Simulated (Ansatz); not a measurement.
## P under strain — field gradients at the nuclei

The cell is a COD entry, relaxed with PBE at fixed cell and then changed (z compressed by 3 %, ions relaxed).

```cif
data_structure
_symmetry_space_group_name_H-M 'P 1'
_symmetry_Int_Tables_number 1
_cell_length_a 5.5030
_cell_length_b 10.8842
_cell_length_c 10.7073
_cell_angle_alpha 94.821
_cell_angle_beta 100.119
_cell_angle_gamma 100.552
_cell_volume 616.17
loop_
_atom_site_label
_atom_site_type_symbol
_atom_site_fract_x
_atom_site_fract_y
_atom_site_fract_z
_atom_site_occupancy
P1 P 0.08902 0.98804 0.67093 1
P2 P 0.91098 0.01196 0.32907 1
P3 P 0.57980 0.18192 0.54689 1
P4 P 0.42020 0.81808 0.45311 1
P5 P 0.17360 0.05064 0.19660 1
P6 P 0.82640 0.94936 0.80340 1
P7 P 0.77372 0.38022 0.55978 1
P8 P 0.22628 0.61978 0.44022 1
P9 P 0.68580 0.29565 0.01900 1
P10 P 0.31420 0.70435 0.98100 1
P11 P 0.23488 0.01285 0.87890 1
P12 P 0.76512 0.98715 0.12110 1
P13 P 0.50334 0.32571 0.68507 1
P14 P 0.49666 0.67429 0.31493 1
P15 P 0.36629 0.32428 0.47870 1
P16 P 0.63371 0.67572 0.52130 1
P17 P 0.07449 0.35986 0.12858 1
P18 P 0.92551 0.64014 0.87142 1
P19 P 0.01328 0.14496 0.79345 1
P20 P 0.98672 0.85504 0.20655 1
P21 P 0.80009 0.48410 0.13058 1
P22 P 0.19991 0.51590 0.86942 1
P23 P 0.75899 0.31385 0.22986 1
P24 P 0.24101 0.68615 0.77014 1
```

Atoms are numbered from 1 in the order listed; like atoms form one site, named after its first atom.

Computed with Ansatz: DFT, PBE, plane waves and PAW, scalar-relativistic, 420 eV cutoff, Γ-centred 6×3×3 k-points, Fermi–Dirac smearing 0.02 eV.

Conventions: |V_zz| ≥ |V_yy| ≥ |V_xx|, η = (V_xx − V_yy)/V_zz, C_Q = eQV_zz/h.

| site | atoms (order as listed) | first shell | V_zz (10²¹ V/m²) | η | C_Q (MHz) |
| --- | --- | --- | --- | --- | --- |
| P1 | 1, 2 | 3 P at 2.21 Å | 0.46 | 0.06 | – |
| P3 | 3, 4 | 3 P at 2.21 Å | 0.35 | 0.37 | – |
| P5 | 5, 6 | 3 P at 2.21 Å | 0.41 | 0.57 | – |
| P7 | 7, 8 | 3 P at 2.21 Å | 0.39 | 0.80 | – |
| P9 | 9, 10 | 3 P at 2.21 Å | 0.32 | 0.66 | – |
| P11 | 11, 12 | 3 P at 2.21 Å | 0.36 | 0.59 | – |
| P13 | 13, 14 | 3 P at 2.20–2.21 Å | 0.37 | 0.80 | – |
| P15 | 15, 16 | 3 P at 2.20–2.21 Å | 0.28 | 0.47 | – |
| P17 | 17, 18 | 3 P at 2.21 Å | 0.32 | 0.82 | – |
| P19 | 19, 20 | 3 P at 2.21 Å | 0.37 | 0.89 | – |
| P21 | 21, 22 | 3 P at 2.21 Å | 0.41 | 0.53 | – |
| P23 | 23, 24 | 3 P at 2.21 Å | 0.41 | 0.63 | – |

The structure holds P–P bonds (2.21 Å). At P1, P3, P5, P21 and P23 V_zz stands upright on the plane through its three neighbours (within 10°) in each case.

P has no stable isotope with a ground-state quadrupole moment in the table, so no C_Q is given.

The relaxation (5 steps) took 1.8 min of wall time (6.6 min of CPU time) and 2.2 GiB at its peak, on 4 threads of Intel Xeon 6975P-C (Granite Rapids) (x86_64; 16 cores open to the job, memory cap 8.0 GiB, no GPU), a shared host with a load of 0.3 a core.
